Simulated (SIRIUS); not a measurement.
Here is a SIRIUS 7.12.0 calculation.

The input sirius.json:

```json
{
  "control": {
    "processing_unit": "cpu",
    "verbosity": 2,
    "num_bands_to_print": 20,
    "print_forces": true,
    "print_stress": true
  },
  "parameters": {
    "electronic_structure_method": "pseudopotential",
    "xc_functionals": ["XC_GGA_X_PBE_SOL", "XC_GGA_C_PBE_SOL"],
    "gk_cutoff": 9.2,
    "pw_cutoff": 18.4,
    "ngridk": [10, 10, 6],
    "shiftk": [0, 0, 0],
    "smearing": "fermi_dirac",
    "smearing_width": 0.0018374661,
    "num_bands": 20,
    "num_mag_dims": 0,
    "num_dft_iter": 100,
    "energy_tol": 1e-08,
    "density_tol": 1e-06
  },
  "iterative_solver": {
    "type": "davidson",
    "min_tolerance": 1e-10
  },
  "mixer": {
    "type": "anderson",
    "beta": 0.7,
    "max_history": 8
  },
  "settings": {
    "tol_ne": 1e-10,
    "pseudo_grid_cutoff": 6.5
  },
  "unit_cell": {
    "lattice_vectors": [
      [5.574692067646, 0.0, 0.0],
      [-2.787346033823, 4.827824948925, 0.0],
      [0.0, 0.0, 8.843918263249]
    ],
    "atom_coordinate_units": "lattice",
    "atom_types": ["Ti"],
    "atom_files": {
      "Ti": "Ti.json"
    },
    "atoms": {
      "Ti": [
        [0.6666666667, 0.3333333333, 0.75],
        [0.3333333333, 0.6666666667, 0.25]
      ]
    }
  }
}
```

Potentials or basis: PseudoDojo 0.4.1 PBEsol standard (scalar relativistic).

Launch:

```sh
$ upf_to_json Ti.upf
$ OMP_NUM_THREADS=1 sirius.scf --input=sirius.json --output=out.json --task=0
```

(1) Estimate the band gap on the k mesh.

(2) What does it give for the pressure?

Results:

(1) none (metal or under the smearing width).

(2) -5.7 GPa.
